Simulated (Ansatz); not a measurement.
# CuO (Tenorite) (C2/c) in Ansatz: single point with PBE

Aim: the single point of CuO (Tenorite) with PBE.

Program: Ansatz 0.2.0. These are calculated values, not measurements. Logs are shortened: lines on timing, memory, paths and dates and some standing lists are left out, and cuts for length are marked.

**1. The crystal as given**

The structure is monoclinic, space group C2/c (No. 15). Conventional cell: a = 4.684 Å, b = 3.423 Å, c = 5.129 Å, α = 90.00°, β = 99.54°, γ = 90.00°. Around Cu (site symmetry -1) lie 4 O at 1.95 to 1.96 Å. O (site symmetry 2) has 4 Cu at 1.95 to 1.96 Å as nearest neighbours.

**2. Single point, PBE**

File input.yaml:

```yaml
crystal:
  lattice:
    - [2.34185, -1.7113, 0.0]
    - [2.34185, 1.7113, 0.0]
    - [-0.8500274268, 0.0, 5.0578693947]
  atoms:
    - { symbol: Cu, position: [0.5, 0.0, 0.5] }
    - { symbol: Cu, position: [0.0, 0.5, 0.0] }
    - { symbol: O, position: [0.4184, 0.5816, 0.75] }
    - { symbol: O, position: [0.5816, 0.4184, 0.25] }
hamiltonian:
  xc: pbe
  pseudopotentials: { kind: paw }
kpoints:
  mp_grid: { grid: [10, 10, 5] }
scf:
  occupations: { method: fermi_dirac, width: 0.05 }
basis:
  ecutwfc: "500 eV"
output:
  forces: true
  stress: true
  eigenvalues: true
```

Potentials or basis: Ansatz PAW.

Started as:

```sh
ansatz run input.yaml --threads 2 --pin off --max-ram 5120MiB --backend cpu --events-out ev --progress --plain --runs-dir out
```

Standard output:

```text
Warning: RAYON_NUM_THREADS=2 ignored (pool sized by the plan → 2); use --threads N
Engine: ansatz 0.2.0, x86_64-unknown-linux-gnu
Pseudopotentials: kind: paw
Pseudopotential: Cu, paw, valence charge 19, recommended cutoff 420 eV (normal), Cu.paw.azcp
Pseudopotential: O, paw, valence charge 6, recommended cutoff 420 eV (normal), O.paw.azcp
Functional definition: PBE
  parameter kappa = 0.804
  parameter beta = 0.06672455060314922
  exchange = pbe_x(kappa = kappa, mu = beta*pi^2/3)
  correlation = pbe_c(beta = beta)
Crystal: 4 atoms, lattice volume = 40.540 Å³
Basis set: ecut = 500 eV, 1031 PW (Γ), exchange–correlation on 48×48×80 points (8 copies of the dense FFT grid, shifted against one another)
Bands: 30, of which v1, the nominal top of the filled ones, is band 25 counted from 1 (24 counted from 0)
Symmetry: 4 space group operations
Space group: C2/c (ITA 15), of the structure as read, at distance tolerance 3.4e-5 Å
k-points: 141 of 500
Non-local potential: Cu, projectors of the file, l = 0: 3, l = 1: 2, l = 2: 3, l = 3: 1
Non-local potential: O, projectors of the file, l = 0: 2, l = 1: 2, l = 2: 1
PAW form: soft (Blöchl's): semilocal exchange-correlation on the pseudo side does not see the compensation charge
PAW one-centre angular grid: Cu, 590 points (default); XC on 64 Gauss nodes
PAW one-centre angular grid: O, 110 points (default); XC on 64 Gauss nodes
Initial density: superposition of atomic densities (neutral atoms: chi_scale 0, normalization atom), corrected by the library's trained network
Initial wavefunctions: pseudopotential atomic-orbital guess
Functional: x = pbe(κ = 0.804, μ = 0.2195149727645171), c = pbe(β = 0.06672455060314922)
SCF iter   1: F=—  HF=-14382.378726 eV  |F-HF|=—  |Δ(HF+E_count)|=         —  Δρ=5.06e-3  dr2=2.47e-3  ethr=1.77e-3  ⟨swp⟩=5.8  Hψ=14850  notcnv=0
preconditioner: auto → Kerker (q_TF=auto, 2.825 Å⁻¹)  [metal: Δε(μ)=0.011 eV  Ē_g=11.257 eV  σ=0.050 eV  W_gap=0.06  n_scr=20 (ndim 8)  ℏωp=34.0 eV  f_vac=0.000  D(μ)=2.37/eV (n_scr^D=26)]
SCF iter   2: F=—  HF=-14382.378358 eV  |F-HF|=—  |Δ(HF+E_count)|=   3.67e-4  Δρ=2.54e-3  dr2=8.00e-4  ethr=4.94e-6  ⟨swp⟩=2.0  Hψ=7685  notcnv=0
SCF iter   3: F=—  HF=-14382.378227 eV  |F-HF|=—  |Δ(HF+E_count)|=   1.32e-4  Δρ=4.37e-4  dr2=5.04e-5  ethr=1.60e-6  ⟨swp⟩=2.0  Hψ=6615  notcnv=0
SCF iter   4: F=—  HF=-14382.378229 eV  |F-HF|=—  |Δ(HF+E_count)|=   2.56e-6  Δρ=2.04e-4  dr2=1.35e-5  ethr=1.01e-7  ⟨swp⟩=2.3  Hψ=6734  notcnv=0
SCF iter   5: F=—  HF=-14382.378229 eV  |F-HF|=—  |Δ(HF+E_count)|=   2.37e-7  Δρ=1.02e-4  dr2=2.78e-6  ethr=2.70e-8  ⟨swp⟩=2.0  Hψ=6311  notcnv=0
SCF iter   6: F=—  HF=-14382.378229 eV  |F-HF|=—  |Δ(HF+E_count)|=   3.50e-7  Δρ=2.36e-5  dr2=2.10e-7  ethr=5.55e-9  ⟨swp⟩=2.2  Hψ=6317  notcnv=0
SCF iter   7: F=-14382.378230 eV  HF=-14382.378230 eV  |F-HF|=4.34e-9  |Δ(HF+E_count)|=   7.11e-8  Δρ=5.91e-6  dr2=1.09e-8  ethr=2.00e-10  ⟨swp⟩=4.6  Hψ=15924  notcnv=0
SCF 1 converged in 7 iterations: F = -14382.378230 eV  dr2 = 1.09e-8
SCF converged after 7 iterations
Free energy (F): -14382.378230 eV
Harris-Foulkes:  -14382.378230 eV  (|F-HF|=4.34e-9)
Internal energy: -14382.358933 eV  (E = F + TS)
E sigma→0 (E₀):  -14382.368582 eV
Entropy (-TS):   -0.019296 eV (-4.824 meV/atom)
Fermi energy:    12.253778 eV
--- Per-component energies (eV) ---
  E_band       = -854.370925
  E_kinetic    = 942.650477
  E_local      = -9664.129463  (includes V_loc(G=0)·N_el)
  E_nonlocal   = 880.661258
  E_hartree    = 4187.391369
  E_xc         = -323.796368
  E_vxc        = -415.676067  (∫ρ·V_xc dr)
  E_paw        = -3640.810720  (= ΣΔE_a)
  E_vpaw       = -972.657258  (= ΣTr[D̂ρ^β])
  E_aug_tail   = 0.002446  (compensation charges beyond the density's cutoff)
  E_ewald      = -6764.327933
  E_smearing   = -0.019296  (= −TS)
  E_closure    = -0.000000  (closes the sum)
  Σ components = -14382.378230   (vs F -14382.378230, Δ=0.00e0)
--- Forces (eV/Å), atoms counted from 1 ---
  atom   1  Cu     0.00000000    -0.00000000     0.00000000
  atom   2  Cu     0.00000000     0.00000000    -0.00000000
  atom   3  O     -0.00000000    -0.26090673    -0.00000000
  atom   4  O      0.00000000     0.26090673     0.00000000
  max |Σ_I F_I| component: 6.31e-30 eV/Å
--- Stress (GPa, compression-positive) ---
        5.467478      -0.000000      -1.157704
       -0.000000       6.957689       0.000000
       -1.157709       0.000000       4.777549
  P = ⅓ Tr σ = 5.7342 GPa (57.342 kbar)
--- Band table (eV; the first three rows and the last of 141) ---
  k-point 0: bands = ["-100.3387", "-100.3380", "-57.8733", "-57.8731", "-57.8411", "-57.8325", "-57.4278", "-57.4272", "-7.7308", "-6.3936", "4.0434", "6.6577", "7.0562", "8.9292", "9.1083", "9.1156", "9.1765", "9.2697", "9.5455", "9.6326", "9.8659", "10.0335", "10.0933", "10.5885", "12.4578", "13.1944", "13.9434", "18.2475", "20.3777", "25.5728"]
  k-point 1: bands = ["-100.3386", "-100.3381", "-57.8733", "-57.8731", "-57.8403", "-57.8334", "-57.4277", "-57.4273", "-7.6229", "-6.5472", "4.4240", "6.7391", "7.0863", "8.3177", "8.5863", "8.6467", "9.2906", "9.4756", "9.7319", "9.7476", "9.9654", "10.1541", "10.3363", "10.4839", "12.4264", "13.0390", "14.4767", "17.6933", "21.2131", "25.6143"]
  k-point 2: bands = ["-100.3384", "-100.3382", "-57.8732", "-57.8731", "-57.8382", "-57.8355", "-57.4276", "-57.4274", "-7.3246", "-6.9173", "5.4512", "6.8410", "6.9452", "7.1358", "8.2097", "8.2691", "9.4485", "9.5414", "9.8107", "9.8791", "9.9369", "10.1505", "10.6072", "10.7195", "12.3974", "12.6689", "15.5811", "16.7064", "22.9202", "24.8646"]
  k-point 140: bands = ["-100.3371", "-100.3369", "-57.8865", "-57.8852", "-57.8373", "-57.8355", "-57.4363", "-57.4354", "-6.3262", "-6.2154", "5.3725", "5.8828", "6.5751", "6.6592", "7.0363", "7.4256", "9.4042", "9.6954", "9.9862", "10.0061", "10.5118", "10.5221", "10.9086", "11.0032", "11.5638", "12.2118", "16.8638", "18.0344", "20.8824", "21.5769"]
```

Run time: 1.5 s. Hardware: 2 threads of AMD EPYC 9R45 (Zen 5), shared host; peak memory 0.51 GiB.

Results:

```
Free energy            : -14382.3782 eV
Pressure               : 5.7 GPa
Largest force          : 0.261 eV/Å
Band gap on the k mesh : none (metal or under the smearing width)
```

Forces in eV/Å, atoms in the order of the input:
```
Cu   0.000  0.000  0.000
Cu   0.000  0.000  0.000
O    0.000 -0.261  0.000
O    0.000  0.261  0.000
```

Levels at points of the mesh, in eV from the Fermi level:
```tsv
k point	band 23	band 24	band 25	band 26	band 27	band 28
(0.00, 0.00, 0.00)	-2.16	-1.67	0.20	0.94	1.69	5.99
(0.00, -0.50, 0.00)	-1.52	-1.41	0.00	0.25	4.82	6.27
(-0.50, -0.50, 0.00)	-1.66	-1.22	-0.66	1.07	3.30	7.06
```

Caveat: the run has no spin polarisation, though such a crystal can be magnetic; semilocal functionals often make such compounds metallic where correlation or magnetic order opens a gap, which also shifts bond lengths. With open d or f shells a metallic result of PBE can be an artefact of self-interaction; +U or a hybrid may open a gap.
